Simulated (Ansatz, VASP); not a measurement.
# Mg in VASP and in Ansatz

```
CELL_PARAMETERS angstrom
-1.73658 1.73658 1.73658
1.73658 -1.73658 1.73658
1.73658 1.73658 -1.73658
ATOMIC_POSITIONS crystal
Mg 0.00000 0.00000 0.00000
```

Change from the starting cell: volume scaled by 0.94.

Alike in both runs: task single point; functional PBE; k mesh 11 × 11 × 11; occupations fermi-dirac, width 0.05 eV; no spin polarisation.

|  | VASP | Ansatz |
| --- | --- | --- |
| version | VASP 6.6.1 | Ansatz 0.2.0 |
| potentials or method | VASP PAW PBE potentials, release 64 (Mg), cutoff 520 eV | all-electron LAPW, scalar-relativistic |

|  | VASP | Ansatz | Ansatz less VASP |
| --- | --- | --- | --- |
| gap on the k mesh at the Fermi level (eV) | none | none | - |
| pressure (GPa) | 3.6 | 3.7 | +0.09 |

A gap of «none» marks a metal or a gap that the smearing closes. Ansatz ran all-electron here, so the differences hold the error of VASP's frozen core and of both bases.
